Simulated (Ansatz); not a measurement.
6 guesses for B and where they end

Theory: Ansatz 0.2.0, DFT PBE, scalar-relativistic, plane waves, PAW. All cells share a 420 eV cutoff and Γ-centred k meshes spaced at most about 0.3 Å⁻¹ (about 0.25 or finer for metals, 2π included). No spin polarisation in the final relaxations.

Each guess was relaxed in cell and atoms at zero pressure, within the symmetry of its start. These are static total energies at zero pressure. Coordination counts all near atoms (those within 1.25 times the shortest such distance or 1.15 times the sum of covalent radii, 1.27 where that leaves under three; a plus sign parts nearer from farther groups; a slash parts the counts of unlike sites).

```
guess                                 made from  start group  V start (Å³/atom)  end group  V end (Å³/atom)  coordination at the end  gap on mesh (eV)  E over the lowest end (meV/atom)
    1  one element on all sites of the NiS type          R3m                7.7          ?                ?                        ?                 ?                                 ?
    2                               random cell         Cmcm                8.4       Cmcm              6.6                      B 7                 0                                 0
    3       close-packed layers stacked ABACBAC        P-3m1                7.3      P-3m1              6.5                  B 6/6+6                 0                               932
    4                               random cell         Immm                9.0     I4/mmm             13.1                    B 2/4                 0                               726
    5                               random cell          P-6                8.4     P6/mmm              7.9                      B 4                 0                               631
    6                               random cell        Fm-3m                8.6      Fm-3m              6.5                  B 8/4+6                 0                               487
```

Guess 1 as it starts:

```cif
data_structure
_symmetry_space_group_name_H-M 'R3m:H'
_symmetry_Int_Tables_number 160
_cell_length_a 7.8770
_cell_length_b 7.8770
_cell_length_c 2.5795
_cell_angle_alpha 90.000
_cell_angle_beta 90.000
_cell_angle_gamma 120.000
_cell_volume 138.61
loop_
_atom_site_label
_atom_site_type_symbol
_atom_site_symmetry_multiplicity
_atom_site_Wyckoff_symbol
_atom_site_fract_x
_atom_site_fract_y
_atom_site_fract_z
_atom_site_occupancy
B1 B 9 b 0.91219 0.08781 0.08800 1
B2 B 9 b 0.77907 0.22093 0.94973 1
```

Task: Fill in the missing row: what does this guess relax into, and where does it rank?

Result: It ends in space group R3m (No. 160), with a = 7.037 Å, c = 2.857 Å, 6.8 Å³/atom and no gap. It lies 0.45 eV/atom over the lowest end, above guess 2 and below guess 6. Counting all near atoms, this end has B 5/7 and the lowest (guess 2) has B 7.

```cif
data_structure
_symmetry_space_group_name_H-M 'P 1'
_symmetry_Int_Tables_number 1
_cell_length_a 4.1731
_cell_length_b 4.1731
_cell_length_c 4.1731
_cell_angle_alpha 114.954
_cell_angle_beta 114.954
_cell_angle_gamma 114.954
_cell_volume 40.84
loop_
_atom_site_label
_atom_site_type_symbol
_atom_site_fract_x
_atom_site_fract_y
_atom_site_fract_z
_atom_site_occupancy
B1 B 0.00678 0.26380 0.00678 1
B2 B 0.00678 0.00678 0.26380 1
B3 B 0.26380 0.00678 0.00678 1
B4 B 0.72127 0.39331 0.72127 1
B5 B 0.72127 0.72127 0.39331 1
B6 B 0.39331 0.72127 0.72127 1
```

No dispersion correction is applied, so the spacing and binding between layers, chains or molecules are poorly described (P6/mmm, I4/mmm), and this can change margins and order among such cells. Cells relaxed within their symmetry can be saddle points. The part of the Crystallography Open Database at hand lists B in space groups No. 58, 134, 166; no cell shown has one of them. Some candidate types were left out of the draw beforehand, so a known form may be missing.
